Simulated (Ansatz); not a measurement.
Born–Oppenheimer molecular dynamics of a periodic cell of 36 atoms, TiO2 (start crystal TiO2, start structure P3_121, volume 1.05 times the crystal's). It goes on from the last frame of an earlier run, with new velocities.

Method: Ansatz 0.2.0, DFT PBE, scalar-relativistic, plane waves, PAW. Settings: accuracy low, PAW set soft_1, cutoff 420 eV, k mesh 2x2x1, fermi-dirac smearing 0.24 eV, no spin polarisation.

* ensemble: NVT, Langevin thermostat
* time step: 1.5 fs
* steps asked: 189
* set temperature: 2240 K
* friction: 0.02 /fs
* temperature schedule: 142 steps to 300 K, then 47 steps to 300 K
* seed: 996815

Frames 7.5 fs apart, positions in Å, forces in eV/Å.

Velocities at 120 fs (Å/ps):

```
Ti -2.06 9.98 -9.44
Ti 1.26 9.18 -4.26
Ti 9.65 -0.81 -0.99
O 13.67 0.36 14.49
O 16.26 -14.27 5.45
O -6.91 3.84 -3.24
O 2.68 -0.56 11.10
O -6.73 10.39 -0.32
O -10.32 7.14 3.29
Ti 5.58 -1.71 6.18
Ti 4.29 -0.68 7.34
Ti -2.93 4.94 -4.45
O 0.32 -12.44 8.76
O 18.41 -1.43 -4.63
O 1.82 -4.36 -8.10
O 8.18 6.06 -2.64
O -17.01 -6.01 -6.21
O 0.40 -0.10 4.03
Ti -3.24 5.56 -1.75
Ti -1.13 -5.78 1.37
Ti 4.79 -1.94 10.93
O 0.81 5.51 2.43
O -3.31 -2.26 -0.64
O -1.98 -3.35 -2.31
O -1.21 3.98 -10.36
O -4.76 12.54 -2.66
O -11.18 9.13 10.52
Ti -6.17 12.92 -0.49
Ti 4.23 5.20 -4.96
Ti 2.72 2.82 -5.36
O 3.11 0.02 -12.19
O 5.41 -5.45 5.63
O -2.24 -19.68 -8.63
O -13.64 -7.65 8.75
O 9.11 -2.14 3.56
O -2.77 -11.67 6.18
```

```xyz
36
Lattice="-2.6889 4.6573 6.2336 5.3778 0.0000 6.2336 5.3778 9.3145 0.0000" Properties=species:S:1:pos:R:3:forces:R:3 time_fs=120 energy_less_start_eV=-4.738 T=1428
Ti -0.044 4.473 8.410 -1.87 0.36 0.40
Ti 4.463 11.906 4.053 -1.60 -2.80 2.12
Ti 1.686 2.275 0.122 -0.57 1.68 0.75
O 1.465 1.139 1.502 1.24 -0.16 0.76
O 0.981 4.739 9.863 0.13 0.24 -0.25
O 3.336 1.899 5.776 -0.84 1.15 -0.54
O 6.091 11.320 4.796 -1.05 1.05 -0.95
O 4.205 3.576 8.707 1.22 0.07 0.82
O 6.865 4.136 6.764 -2.11 -1.23 1.30
Ti 2.664 9.288 8.663 -1.95 0.42 0.03
Ti 1.626 6.556 4.325 2.25 2.50 0.13
Ti 4.494 7.339 0.204 0.81 0.55 2.01
O 4.758 6.180 1.659 -1.48 1.18 -0.73
O 3.862 9.857 9.819 1.16 0.30 1.75
O 5.833 7.790 5.592 0.28 -1.99 -1.74
O 3.213 6.336 5.622 -3.00 -1.64 -3.98
O 7.104 8.064 9.380 0.17 -1.47 1.40
O 9.028 8.937 7.263 0.64 -1.66 -0.36
Ti 5.543 4.718 8.141 -0.81 0.45 -3.27
Ti 4.413 1.604 4.279 -0.19 1.84 2.34
Ti 4.252 7.363 6.444 3.17 2.05 2.04
O 4.686 6.337 7.901 0.70 -1.32 -0.19
O 1.151 5.178 3.252 1.30 -0.20 2.34
O 0.730 6.881 5.827 -0.35 -0.20 -0.77
O 3.324 6.144 11.383 -0.01 -0.35 -0.80
O 4.760 3.118 3.299 -1.49 -1.02 0.02
O 3.584 8.877 7.329 1.46 -1.48 -2.72
Ti 7.857 9.528 8.473 0.90 -2.18 0.52
Ti 6.920 6.782 4.236 0.83 1.84 4.05
Ti 1.541 2.311 6.389 1.88 -0.26 -2.35
O 6.529 10.310 7.452 -0.27 -0.16 1.01
O 3.487 10.319 3.531 0.78 2.07 0.35
O 3.689 12.248 5.782 -1.37 0.05 -1.96
O 5.934 11.282 11.682 -1.03 0.30 -1.71
O 6.869 7.851 2.848 0.63 0.27 -0.57
O 1.188 3.865 7.329 0.45 -0.25 -1.26
36
Lattice="-2.6889 4.6573 6.2336 5.3778 0.0000 6.2336 5.3778 9.3145 0.0000" Properties=species:S:1:pos:R:3:forces:R:3 time_fs=127.5 energy_less_start_eV=-4.591 T=1251
Ti -0.067 4.538 8.351 1.65 -2.94 3.52
Ti 4.467 11.959 4.038 -1.04 -3.58 1.75
Ti 1.736 2.267 0.116 -2.52 2.13 0.65
O 1.556 1.150 1.605 -0.66 2.16 -1.16
O 1.097 4.616 9.913 -0.60 1.38 -1.19
O 3.314 1.953 5.750 -0.29 0.76 -0.08
O 6.114 11.293 4.848 -1.97 1.19 -2.22
O 4.184 3.638 8.706 1.04 -0.17 0.82
O 6.764 4.159 6.800 -1.14 -2.09 0.51
Ti 2.688 9.303 8.702 -2.40 0.78 2.87
Ti 1.669 6.567 4.351 2.25 1.56 -1.78
Ti 4.500 7.367 0.190 -1.09 -1.12 1.88
O 4.739 6.145 1.688 -1.57 2.33 -1.40
O 3.983 9.832 9.825 0.43 0.42 1.14
O 5.852 7.725 5.507 -1.25 -1.30 0.15
O 3.187 6.345 5.516 -0.31 0.58 -1.26
O 7.003 8.004 9.350 0.99 -0.06 1.03
O 9.056 8.919 7.280 0.18 -1.12 0.05
Ti 5.522 4.773 8.118 0.42 -1.01 -1.44
Ti 4.403 1.579 4.314 -1.10 1.72 0.47
Ti 4.308 7.375 6.539 0.56 1.37 -1.77
O 4.693 6.353 7.926 0.02 -0.11 0.03
O 1.144 5.144 3.277 0.83 0.00 1.86
O 0.711 6.863 5.813 -0.45 0.09 0.25
O 3.326 6.188 11.309 1.75 -0.15 0.97
O 4.652 3.172 3.340 -1.17 -1.43 0.00
O 3.519 8.922 7.346 3.19 -3.13 -4.90
Ti 7.831 9.613 8.480 1.63 -3.97 0.98
Ti 6.946 6.816 4.243 0.97 -0.43 4.13
Ti 1.569 2.330 6.347 1.88 -0.30 -1.53
O 6.559 10.282 7.393 -0.33 -0.23 1.21
O 3.541 10.314 3.583 0.23 2.06 -0.58
O 3.656 12.114 5.705 -1.44 1.00 -1.09
O 5.815 11.252 11.712 0.93 1.15 -0.62
O 6.956 7.848 2.882 0.49 1.72 -2.26
O 1.180 3.821 7.319 -0.11 0.70 -1.02
36
Lattice="-2.6889 4.6573 6.2336 5.3778 0.0000 6.2336 5.3778 9.3145 0.0000" Properties=species:S:1:pos:R:3:forces:R:3 time_fs=135 energy_less_start_eV=-4.801 T=1348
Ti -0.048 4.587 8.333 2.17 -2.98 3.84
Ti 4.446 11.972 4.049 0.21 -2.79 0.39
Ti 1.744 2.256 0.110 -2.39 2.87 0.77
O 1.588 1.238 1.646 -0.77 1.57 -0.92
O 1.182 4.552 9.916 -0.59 2.28 -0.90
O 3.321 1.975 5.708 -0.56 0.66 0.97
O 6.077 11.270 4.822 -0.94 1.15 -1.09
O 4.218 3.634 8.729 0.68 0.31 0.19
O 6.649 4.164 6.835 -0.30 -1.89 -0.42
Ti 2.692 9.337 8.755 0.10 -0.31 0.44
Ti 1.722 6.603 4.340 -0.40 -0.59 -2.18
Ti 4.497 7.379 0.217 -1.36 -1.44 0.75
O 4.693 6.214 1.677 -0.28 0.12 -0.22
O 4.109 9.779 9.844 -1.64 0.30 -0.32
O 5.853 7.638 5.434 -1.98 -0.19 1.37
O 3.094 6.374 5.380 3.36 0.91 1.65
O 6.965 7.934 9.389 1.42 2.60 -0.93
O 9.123 8.848 7.340 -0.39 -0.24 0.16
Ti 5.502 4.832 8.089 2.34 -3.71 1.91
Ti 4.401 1.569 4.366 -0.41 0.74 -1.29
Ti 4.380 7.400 6.618 -0.68 -0.13 -3.79
O 4.707 6.358 7.989 -1.25 2.22 -0.26
O 1.171 5.099 3.353 -0.19 -0.07 0.03
O 0.674 6.861 5.781 -0.48 0.26 0.78
O 3.362 6.239 11.273 1.18 -0.48 0.72
O 4.518 3.190 3.379 0.17 0.26 -0.92
O 3.573 8.855 7.244 0.16 -0.56 -0.20
Ti 7.834 9.633 8.509 1.85 -4.12 1.32
Ti 6.966 6.847 4.279 1.88 -1.16 1.86
Ti 1.602 2.341 6.290 0.45 -0.23 -1.44
O 6.606 10.274 7.364 0.12 -0.20 1.22
O 3.590 10.373 3.598 -0.95 0.52 -1.62
O 3.612 12.023 5.622 -2.25 1.58 0.89
O 5.728 11.235 11.700 1.66 1.46 -0.03
O 7.069 7.882 2.859 -0.11 0.89 -1.33
O 1.139 3.808 7.280 0.20 0.40 -1.40
36
Lattice="-2.6889 4.6573 6.2336 5.3778 0.0000 6.2336 5.3778 9.3145 0.0000" Properties=species:S:1:pos:R:3:forces:R:3 time_fs=142.5 energy_less_start_eV=-4.601 T=1106
Ti 0.009 4.591 8.370 1.31 0.97 1.58
Ti 4.435 11.952 4.056 -0.08 -1.32 -0.23
Ti 1.707 2.253 0.101 -0.67 3.00 1.32
O 1.577 1.358 1.649 0.54 -1.09 0.48
O 1.234 4.564 9.910 -0.44 2.32 -0.36
O 3.326 1.979 5.735 -0.26 0.44 0.88
O 6.010 11.297 4.801 0.35 0.66 -0.11
O 4.251 3.626 8.758 0.74 0.65 -0.16
O 6.513 4.103 6.837 0.52 -1.15 -1.37
Ti 2.699 9.354 8.819 -0.21 -0.85 -0.93
Ti 1.780 6.638 4.299 -2.97 -1.89 -0.79
Ti 4.507 7.380 0.244 -1.35 -0.93 0.03
O 4.640 6.291 1.643 0.89 -2.29 1.49
O 4.125 9.714 9.867 -1.90 1.11 -0.42
O 5.794 7.562 5.363 -0.90 0.44 0.85
O 3.110 6.470 5.302 4.50 0.47 2.59
O 6.975 7.954 9.385 1.31 3.58 -1.83
O 9.180 8.740 7.446 -0.98 1.10 0.20
Ti 5.515 4.847 8.059 1.25 -2.91 4.46
Ti 4.392 1.569 4.392 0.91 0.98 -1.59
Ti 4.441 7.421 6.664 -0.18 -3.12 -4.27
O 4.662 6.394 8.069 -0.70 1.25 -0.12
O 1.200 5.052 3.435 -0.43 0.30 -1.17
O 0.638 6.872 5.771 0.51 0.19 -0.19
O 3.412 6.298 11.243 -1.20 -1.18 -0.97
O 4.373 3.234 3.387 1.19 0.63 -0.95
O 3.614 8.751 7.132 -2.52 3.58 2.55
Ti 7.850 9.597 8.567 1.55 -3.98 0.45
Ti 7.004 6.886 4.335 2.49 -1.47 -0.21
Ti 1.627 2.341 6.244 -1.01 -0.15 0.07
O 6.655 10.253 7.385 0.28 0.61 0.39
O 3.605 10.413 3.531 -1.04 -0.29 -1.13
O 3.480 12.014 5.564 -1.28 1.48 0.91
O 5.717 11.245 11.720 0.60 1.23 -0.56
O 7.187 7.937 2.785 -1.58 -1.78 1.02
O 1.130 3.847 7.243 0.77 -0.61 -1.93
36
Lattice="-2.6889 4.6573 6.2336 5.3778 0.0000 6.2336 5.3778 9.3145 0.0000" Properties=species:S:1:pos:R:3:forces:R:3 time_fs=150 energy_less_start_eV=-5.272 T=975
Ti 0.077 4.588 8.415 1.44 2.20 -1.01
Ti 4.433 11.928 4.056 -1.68 -0.53 -0.83
Ti 1.664 2.282 0.109 0.22 2.21 0.77
O 1.558 1.420 1.655 1.14 -2.10 1.08
O 1.274 4.621 9.900 -0.59 1.08 -0.47
O 3.329 1.983 5.798 0.88 0.00 -0.10
O 5.939 11.353 4.801 1.07 -0.14 -0.28
O 4.280 3.636 8.770 1.08 0.78 -0.17
O 6.396 4.056 6.756 0.50 -0.21 -0.87
Ti 2.697 9.376 8.847 -2.19 -1.79 -2.84
Ti 1.808 6.640 4.251 -1.50 -0.39 1.32
Ti 4.525 7.379 0.263 -1.96 -0.79 1.23
O 4.626 6.263 1.639 0.92 -2.00 1.45
O 4.052 9.647 9.823 0.71 2.48 1.62
O 5.742 7.522 5.335 0.83 0.49 -0.19
O 3.224 6.553 5.290 1.40 0.25 0.67
O 7.017 8.046 9.306 0.57 0.50 0.28
O 9.201 8.676 7.527 -0.78 1.34 -0.15
Ti 5.557 4.831 8.075 -0.63 -1.00 4.13
Ti 4.378 1.564 4.402 1.41 3.23 -0.97
Ti 4.493 7.415 6.666 -2.72 -0.82 -1.94
O 4.626 6.442 8.135 0.55 -0.67 -0.49
O 1.200 5.061 3.455 0.11 0.41 -1.14
O 0.611 6.895 5.755 1.25 0.05 -1.13
O 3.419 6.365 11.198 -1.72 -1.44 -1.16
O 4.285 3.295 3.389 1.24 -0.36 -0.37
O 3.595 8.785 7.099 -1.14 1.50 1.83
Ti 7.869 9.536 8.624 0.58 -2.43 -2.03
Ti 7.058 6.920 4.392 1.42 -1.89 -1.52
Ti 1.643 2.337 6.190 -1.51 -0.58 2.16
O 6.684 10.270 7.413 0.55 0.82 -0.05
O 3.582 10.436 3.446 0.11 0.26 0.35
O 3.317 12.063 5.478 0.53 1.28 0.06
O 5.748 11.302 11.713 -0.05 0.73 -0.59
O 7.248 7.957 2.752 -2.07 -2.71 1.97
O 1.139 3.830 7.154 0.02 0.24 -0.60
36
Lattice="-2.6889 4.6573 6.2336 5.3778 0.0000 6.2336 5.3778 9.3145 0.0000" Properties=species:S:1:pos:R:3:forces:R:3 time_fs=157.5 energy_less_start_eV=-5.408 T=1018
Ti 0.167 4.626 8.449 -0.94 -0.77 -1.86
Ti 4.408 11.914 4.051 -3.03 0.02 -0.66
Ti 1.629 2.333 0.135 0.71 0.80 -0.57
O 1.608 1.392 1.677 1.20 -1.36 0.42
O 1.301 4.718 9.885 -0.57 -1.22 -1.04
O 3.359 1.968 5.832 0.56 -0.03 -0.13
O 5.890 11.398 4.782 1.43 -0.58 -0.31
O 4.348 3.667 8.759 0.40 0.06 0.36
O 6.301 4.031 6.684 0.45 0.25 0.13
Ti 2.697 9.384 8.847 -3.49 -2.36 -4.04
Ti 1.812 6.634 4.202 -0.22 0.85 2.97
Ti 4.523 7.360 0.304 -1.93 -0.64 2.09
O 4.634 6.211 1.665 0.45 -1.16 1.04
O 3.984 9.679 9.812 3.00 2.91 3.32
O 5.721 7.486 5.293 1.27 0.53 0.10
O 3.335 6.633 5.297 -1.14 -0.33 -0.70
O 7.053 8.119 9.263 -1.15 -3.03 2.16
O 9.200 8.657 7.590 -0.57 1.13 -0.33
Ti 5.570 4.834 8.131 -1.24 -0.14 1.37
Ti 4.375 1.569 4.411 1.66 5.98 -0.18
Ti 4.488 7.390 6.641 -3.45 1.40 -0.64
O 4.612 6.468 8.181 0.93 -1.17 -0.97
O 1.172 5.100 3.415 1.13 0.38 0.08
O 0.626 6.922 5.713 0.55 0.02 -1.28
O 3.399 6.442 11.128 -0.26 -1.12 0.35
O 4.243 3.366 3.395 0.95 -1.08 -0.11
O 3.608 8.868 7.122 0.15 -0.77 0.91
Ti 7.881 9.480 8.651 1.16 0.77 -4.21
Ti 7.111 6.928 4.419 0.35 -1.85 -2.20
Ti 1.643 2.315 6.149 -1.00 -0.61 3.00
O 6.707 10.330 7.423 0.61 0.34 -0.07
O 3.556 10.453 3.420 0.76 0.73 1.14
O 3.187 12.167 5.431 2.01 1.07 -1.05
O 5.816 11.352 11.723 -0.44 0.29 -0.55
O 7.240 7.932 2.792 -0.10 -0.27 1.16
O 1.111 3.802 7.085 -0.21 0.97 0.30
```

Of the whole run (284 fs, mean temperature of the second half 722 K): The schedule's set-point averaged 462 K over the second half and the system 722 K, so it lags behind the ramp. A run of 0.28 ps of so small a system gives no equilibrium averages. Limits of this set-up: coarse k mesh, low accuracy level.

The run took 31 min on 4 threads of Arm Neoverse V2, on a shared host, peak memory 2.5 GiB.
